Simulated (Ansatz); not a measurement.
## GaAs at 4 GPa: from Born charge to LO–TO splitting and polaron coupling

Theory: DFT LDA, scalar-relativistic, plane waves, PAW in Ansatz 0.2.0. Plane waves to 420 eV; Γ-centred k mesh 12×12×12; fixed occupations. No spin polarisation. Phonons by linear response, acoustic sum rule imposed.

The cell, relaxed at 4 GPa:
```cif
data_structure
_symmetry_space_group_name_H-M 'P 1'
_symmetry_Int_Tables_number 1
_cell_length_a 3.8990
_cell_length_b 3.8990
_cell_length_c 3.8990
_cell_angle_alpha 60.000
_cell_angle_beta 60.000
_cell_angle_gamma 60.000
_cell_volume 41.91
loop_
_atom_site_label
_atom_site_type_symbol
_atom_site_fract_x
_atom_site_fract_y
_atom_site_fract_z
_atom_site_occupancy
Ga1 Ga 0.00000 0.00000 0.00000 1
As1 As 0.75000 0.75000 0.75000 1
```

The run warned that the force constants aren't converged on this k mesh, so the frequencies and all that is formed from them are rough.

Linear response gives ν_TO = 284.9 cm⁻¹, Born charges ±1.972 e (positive on Ga) and ε∞ = 12.838. The primitive cell holds 41.912 Å³, and the masses are 69.723 and 74.922 amu.

Task: Find ν_LO and the static dielectric constant.

Result: The long-wave field adds a restoring force: ω_LO² − ω_TO² = Z*²e²/(ε_vac ε∞ μV). In these units ν_LO² − ν_TO² = 4.92064×10⁷ Z*²/(μ V ε∞) cm⁻², with μ = m₁m₂/(m₁ + m₂) = 36.114 amu: 9849 cm⁻². So ν_LO = √(284.9² + 9849) = 301.7 cm⁻¹, and the run gives 301.7. Lyddane–Sachs–Teller then gives ε0 = ε∞ (ν_LO/ν_TO)² = 14.40, against 14.40 in the run (it forms both from the same three quantities, so the match checks the arithmetic only). Between ν_TO and ν_LO the dielectric function is negative and an undamped crystal reflects fully: a reststrahlen band from 33.1 to 35.1 μm.

Task: What do the Clausius–Mossotti polarisability and the Szigeti charge come to?

Result: With the Lorentz local field, α = (3V/4π)(ε∞ − 1)/(ε∞ + 2) = 7.98 Å³ for the pair, and e_S = 3Z*/(ε∞ + 2) = 0.40 e. The Born charge includes the electrons' response to the dipole's own local field, and e_S takes that enhancement out. The Lorentz field assumes point-like polarisable ions, a poor picture once ε∞ is this large, since the electron clouds then overlap or are shared, so both numbers are formal here.

Task: How strongly does a slow electron couple to the LO mode?

Result: For one isotropic parabolic band, Fröhlich's constant is α_F = (1/ε∞ − 1/ε0) √(m* Ry/ħω_LO), with Ry = 13.606 eV, ħω_LO = 37.4 meV and m* in free-electron masses: α_F = 0.0084 × 19.07 × √m* = 0.16 √m*. The band mass isn't part of this run; for m* = 0.1, 0.3 and 1 it gives 0.05, 0.09, 0.16. In weak coupling the polaron lies α_F ħω_LO below the band edge (3 meV at m* = 0.3) with a mass m*(1 + α_F/6); past α_F of about 5 or 6 that expansion fails. A semilocal functional's ε∞ tends to be too large, which taken alone lowers α_F.

Cost: 1 run of about 1.6 core-minutes, on Intel Xeon 6975P-C (Granite Rapids) (shared hosts).

The modest LO–TO splitting and the small gap between ε∞ and ε0 have one origin: GaAs is a largely covalent, weakly polar semiconductor. Its sp³ bonds join atoms of similar electronegativity, and their easily polarised electrons screen the long-range field that stiffens the LO mode. Most of the static screening is therefore electronic, with only a small lattice part. The Born charge of 1.972 e measures how polarisation changes as the atoms move, including charge flow along the bonds, and isn't a static ionic charge.

The splitting looks smaller than the well-known one at ambient pressure, probably because the LDA gap is too narrow and the electronic screening too strong, though compression may also contribute. The same weak polarity suggests weak Fröhlich coupling for electrons at the light, s-like Γ conduction minimum. That picture doesn't carry over directly to holes, whose degenerate, warped p-like bands break the single-band assumption. With only one pressure computed, the results don't show how compression changes the polarity or the coupling.
